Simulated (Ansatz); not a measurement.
Start from InCuS2 in the chalcopyrite structure (space group I-42d, No. 122; a = 5.522 Å, c = 11.130 Å). Axes: x, y, z lie along a, b, c of the conventional cell.

Method: r2SCAN (Ansatz, an electronic-structure program; PAW; 500 eV plane waves; scalar-relativistic without spin-orbit coupling).

Base values:

- Shortest interatomic distance: 2.311 Å
- Electron mass: 0.079 mₑ along c, 0.074 mₑ across (at Γ)
- Band gap: 0.36 eV
- Valence-band top at Γ: 0.00, -0.02, -0.02 eV

Perturbation: uniaxial strain ε_zz = +1.18 %, all other strain components held at zero, atoms relaxed at fixed cell.

Problem. Estimate the effect on the shortest interatomic distance, energy relative to the base, electron mass, band gap and valence-band top at Γ.

Solution. The shortest interatomic distance rises by 0.011 Å to 2.322 Å; the energy grows by 0.9 meV/atom; the electron mass changes from 0.079 mₑ along c, 0.074 mₑ across (at Γ) to 0.077 mₑ along z, 0.068 mₑ across (at Γ); the band gap drops by 0.03 eV, from 0.36 eV to 0.33 eV; the valence-band top at Γ (three highest levels, from the VBM) goes from 0.00, -0.02, -0.02 eV to 0.00, 0.00, -0.01 eV.

Effective masses come from finite differences of ±0.01 Å⁻¹. No phonon test of stability was made. All final runs are without spin polarisation.
